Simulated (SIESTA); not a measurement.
Runs of SIESTA 5.4.2 on Ag. The structure is cubic, space group Fm-3m (No. 225). The conventional cell has a = 4.085 Å, b = 4.085 Å, c = 4.085 Å, α = 90.00°, β = 90.00°, γ = 90.00°. Around Ag (site symmetry m-3m) lie 12 Ag at 2.89 Å. 

```tsv
task	level	potentials or basis	cell	force tolerance	energy shift	gap on the mesh (eV)	pressure (GPa)	V0 of scaled cells (Å³/atom)	B0 (GPa)
relaxation of cell and atoms	vdW-DF-C09	PseudoDojo 0.4 standard (PBE files), DZP (energy shift 0.002 Ry)	relaxed	0.01 eV/Å	0.002 Ry	none	0.0	-	-
band structure	PBE	PseudoDojo 0.4 standard (PBE files), TZDP (energy shift 0.002 Ry)	as given	-	0.002 Ry	none	(b)	-	-
equation of state	PBEsol	PseudoDojo 0.4 standard (PBEsol files), DZP (energy shift 0.003 Ry; two zetas on semicore shells)	as given	-	0.003 Ry	-	-	(c)	127
band structure	PBE	PseudoDojo 0.4 standard (PBE files), DZP (energy shift 0.01 Ry)	as given	-	0.01 Ry	none	(a)	-	-
band structure	PBE	SPMS 1.0 NC or PseudoDojo by element (PBE files), DZP (energy shift 0.002 Ry)	as given	-	0.002 Ry	none	3.4	-	-
band structure	BLYP	PseudoDojo 0.4 standard (PBE files), DZP (energy shift 0.002 Ry)	as given	-	0.002 Ry	none	12.7	-	-
band structure	PBE	PseudoDojo 0.4 standard (PBE files), SZP (energy shift 0.002 Ry)	as given	-	0.002 Ry	none	6.1	-	-
equation of state	PBE	PseudoDojo 0.4 standard (PBE files), DZP (energy shift 0.01 Ry)	as given	-	0.01 Ry	-	-	17.66	75
```

Alike in all rows: no spin polarisation; k mesh 11 × 11 × 11; smearing fermi-dirac 0.05 eV; grid cutoff 800 Ry.

Q: Estimate the missing entries.

A: (a) 3.0; (b) 4.6; (c) 16.67.

Caveats: the basis of atomic orbitals isn't converged, which shifts pressures, moduli and gaps; semicore shells carry a single zeta, which can move pressures by several GPa and volumes by a few percent (some runs); the potentials were made for another functional, which shifts forces and pressure (some runs); short orbitals over semicore shells can move pressures by several GPa (some runs); the valence orbitals were made in a potential fitted to the semicore shell under them, which widens gaps by tenths of an eV or more (some runs).

A k mesh can miss the band edges, and the runs leave out spin-orbit coupling on Ag.

A gap of «none» marks a metal or a gap under the smearing width.

Not every run made on this cell is shown here.
